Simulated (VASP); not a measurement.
Here is a VASP 6.6.1 calculation.

File INCAR:

```
  PREC = Accurate
  ENCUT = 520
  EDIFF = 1E-6
  ISMEAR = 0
  SIGMA = 0.05
  LREAL = False
  LASPH = True
  NELM = 100
  ALGO = Normal
  ISIF = 2
  LWAVE = False
  LCHARG = False
  ISPIN = 2
  MAGMOM = 1 -1 0 0 0 0
  LORBIT = 11
  LMAXMIX = 4
  LDAU = True
  LDAUTYPE = 2
  LDAUL = 2 -1
  LDAUU = 6 0
  LDAUJ = 0 0
  LDAUPRINT = 1
  GGA = PE
  NBANDS = 39
```

Contents of KPOINTS:

```
Automatic mesh
0
Gamma
  6 6 2
```

File POSCAR:

```
MoS2
1.0
    3.5639467600      0.0000000000      0.0000000000
   -1.7819733800      3.0864684300      0.0000000000
    0.0000000000      0.0000000000     11.4987716400
Mo S
2 4
Direct
    0.0000000000      0.0000000000      0.0000000000
    0.0000000000      0.0000000000      0.5000000000
    0.3333333333      0.6666666667      0.1260000000
    0.3333333333      0.6666666667      0.6260000000
    0.6666666667      0.3333333333      0.3740000000
    0.6666666667      0.3333333333      0.8740000000
```

Potentials or basis: VASP PAW PBE potentials, release 64 (Mo_sv, S).

Launch:

```sh
$ cat potpaw_PBE.64/Mo_sv/POTCAR potpaw_PBE.64/S/POTCAR > POTCAR
$ mpirun -np 1 vasp_std > vasp.out
```

Problem. Estimate the band gap on the k mesh.

Solution. None (metal or under the smearing width).

Problem. Estimate the site moments.

Solution. Mo +2.55, -2.55; S -0.21, +0.21 μB.

Eigenvalues of the final occupation matrices:
```tsv
site	spin	trace	eigenvalues
site 1 d	1	3.12	0.38 0.38 0.70 0.83 0.83
site 1 d	2	0.62	0.05 0.05 0.05 0.23 0.23
site 2 d	1	0.62	0.05 0.05 0.05 0.23 0.23
site 2 d	2	3.12	0.38 0.38 0.70 0.83 0.83
```

 The state reached can hang on the start; a lower one may exist.
